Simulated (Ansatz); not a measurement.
Runs of Ansatz 0.2.0 on LiH. It takes space group Fm-3m (No. 225, cubic). Conventional cell: a = 4.074 Å, b = 4.074 Å, c = 4.074 Å, α = 90.00°, β = 90.00°, γ = 90.00°. Around Li (site symmetry m-3m) lie 6 H at 2.04 Å. H (site symmetry m-3m) has 6 Li at 2.04 Å as nearest neighbours. 

```tsv
task	level	smearing	gap on the mesh (eV)	pressure (GPa)
single point	RPBE	gaussian 0.05 eV	3.37	-0.1
single point	RPBE	gaussian 0.1 eV	3.37	-0.1
single point	PBE	gaussian 0.02 eV	3.20	(a)
band structure	BLYP	gaussian 0.01 eV	3.64	-1.1
```

Alike in all rows: potentials or basis all-electron LAPW, scalar-relativistic; no spin polarisation; cell as given; k mesh 11 × 11 × 11; cutoff (eV) 176; basis error allowed 0.001 eV/atom.

**Question.** Estimate the missing entries.

**Answer.** (a) -1.7.

Caveats: an odd mesh through Γ misses points on the zone boundary, where band edges often lie (some runs); the mesh misses the band edges, which the band path finds closer together (some runs).
